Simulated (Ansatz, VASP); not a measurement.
One calculation of ZnS (Wurtzite-2H), two programs

```
Zn S
1.0
     3.86115    0.00000    0.00000
    -1.93058    3.34385    0.00000
     0.00000    0.00000    6.31604
Zn S
2 2
Direct
  0.66667 0.33333 0.50000
  0.33333 0.66667 0.00000
  0.66667 0.33333 0.88500
  0.33333 0.66667 0.38500
```

Alike in both runs: task single point; functional LDA; k mesh 8 × 8 × 5; occupations fermi-dirac, width 0.05 eV; no spin polarisation.

|  | VASP | Ansatz |
| --- | --- | --- |
| version | VASP 6.6.1 | Ansatz 0.2.0 |
| potentials or method | VASP PAW LDA potentials, release 64 (Zn, S) | JTH PAW LDA |
| plane-wave cutoff (eV) | 520 | 960 |
| valence electrons in the cell | 36 | 36 |

VASP gave:

```
gap on the k mesh at the Fermi level (eV)       : 1.83
least direct gap on the mesh (eV)               : 1.83
pressure (GPa)                                  : -6.1
largest component of the traceless stress (GPa) : 0.68
rms of the force components (eV/Å)              : 0.146
```

Q: What did Ansatz give for the same quantities?

A: gap on the k mesh at the Fermi level (eV): 1.79; least direct gap on the mesh (eV): 1.79; pressure (GPa): -6.4; largest component of the traceless stress (GPa): 0.65; rms of the force components (eV/Å): 0.144.

Atom by atom the forces differ by 0.003 eV/Å (rms over components).

Caveats: odd divisions of the mesh miss points on the zone boundary, where band edges often lie, so the gap on the mesh can be too wide (Ansatz). A hybrid or GW would open this gap; LDA tends to underestimate it.
